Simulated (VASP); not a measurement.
Write the native input for VASP 6.6.1 that does the following.

```yaml
Task: relaxation of cell and atoms
Functional: PBE
Dispersion: D3(BJ)
Potentials_or_basis: VASP PAW PBE potentials, release 64 (Cd, F)
Cutoff: 600 eV
k_mesh: 8 × 8 × 8
Occupations: gaussian, width 0.02 eV
Spin: no spin polarisation
Ladder: gaps
Further_INCAR_settings: ALGO = Normal; EDIFF = 1e-06; IBRION = 2; EDIFFG = -0.01; NSW = 40; ISIF = 3
```

The structure of CdF2 lies in POSCAR:

```
CdF2
1.0
    0.0000000000      2.6940000000      2.6940000000
    2.6940000000      0.0000000000      2.6940000000
    2.6940000000      2.6940000000      0.0000000000
Cd F
1 2
Direct
    0.0000000000      0.0000000000      0.0000000000
    0.7500000000      0.7500000000      0.7500000000
    0.2500000000      0.2500000000      0.2500000000
```

One way to write it, as run:

INCAR

```
ALGO     = Normal         # electronic algorithm
EDIFF    = 1E-6           # SCF threshold, eV
EDIFFG   = -0.01          # ionic threshold
ENCUT    = 600            # plane-wave cutoff, eV
GGA      = PE             # functional
IBRION   = 2              # ionic algorithm
ISIF     = 3              # what is computed and relaxed
ISMEAR   = 0              # smearing method
IVDW     = 12             # dispersion correction
LASPH    = True           # aspherical terms in the spheres
LCHARG   = False          # write CHGCAR
LREAL    = False          # projectors in reciprocal space
LWAVE    = False          # write WAVECAR
NELM     = 60             # most SCF steps
NSW      = 40             # ionic steps
PREC     = Accurate       # precision mode
SIGMA    = 0.02           # smearing width, eV
```

KPOINTS

```
k-points
0
Gamma
  8 8 8
```

Potentials or basis: VASP PAW PBE potentials, release 64 (Cd, F).

The run is started by

```bash
$ cat potpaw_PBE.64/Cd/POTCAR potpaw_PBE.64/F/POTCAR > POTCAR
$ mpirun -np 1 vasp_std > vasp.out
```

Results of the run:

```yaml
Relaxed_volume: 13.52 Å³/atom
Relaxed_cell: a = 3.856 Å, b = 3.856 Å, c = 3.856 Å, α = 60.00°, β = 60.00°, γ = 60.00°
Space_group_after_relaxing_to_0.05_Å: Fm-3m (No. 225)
Energy_gained_by_relaxing: 5.7 meV/atom
Ionic_steps: 3
Pressure_after_relaxing: 0.0 GPa
Band_gap_on_the_k_mesh: 2.94 eV, indirect (least direct gap 3.48 eV)
Dispersion_energy_per_atom: -0.161 eV
```

It took 58 s on 1 thread of Intel(R) Xeon(R) Platinum 8259CL CPU @ 2.50GHz (Skylake/Cascade Lake), on a shared host, peak memory 0.19 GiB.
